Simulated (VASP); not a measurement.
Wanted: the native input for a VASP 6.6.1 run.

```
Task                   : relaxation of the atoms
Functional             : PBEsol
Potentials or basis    : VASP PAW PBE potentials, release 64 (Rb_sv)
Cutoff                 : 600 eV
k mesh                 : 10 × 10 × 10
Occupations            : methfessel-paxton, width 0.1 eV
Spin                   : no spin polarisation
Further INCAR settings : ALGO = Normal; EDIFF = 1e-07; IBRION = 2; EDIFFG = -0.01; NSW = 40
```

The structure of Rb lies in POSCAR:

```
Rb                                      
1.0
   -2.8435898578      2.8435898578      2.8435898578
    2.8435898578     -2.8435898578      2.8435898578
    2.8435898578      2.8435898578     -2.8435898578
  Rb            
     1
Direct
     0.0000000000000000    0.0000000000000000    0.0000000000000000
```

The cell isn't the ideal one: a relaxed cell with its volume scaled by 1.06.

One way to write it, as run:

INCAR

```
PREC = Accurate ; ENCUT = 600
EDIFF = 1E-7 ; ISMEAR = 1
SIGMA = 0.1 ; LREAL = F
LASPH = T ; NELM = 80
ALGO = Normal ; ISIF = 2
LWAVE = F ; LCHARG = F
GGA = PS ; IBRION = 2
NSW = 40 ; EDIFFG = -0.01
```

KPOINTS

```
Automatic mesh
0
Gamma
  10 10 10
```

Potentials or basis: VASP PAW PBE potentials, release 64 (Rb_sv).

Command:

```console
$ cat potpaw_PBE.64/Rb_sv/POTCAR > POTCAR
$ mpirun -np 1 vasp_std > vasp.out
```

Results of the run:

| Item | Value |
| --- | --- |
| Pressure after relaxing | -0.2 GPa |
| Band gap on the k mesh | none (metal or under the smearing width) |

Caveat: the relaxation stopped at its first step, so nothing moved; the PAW data sets were made with another functional, which shifts forces and pressure a little.

Wall time 44 s on 1 thread of Intel(R) Xeon(R) Platinum 8488C (Sapphire Rapids) (shared host), peak memory 0.25 GiB.
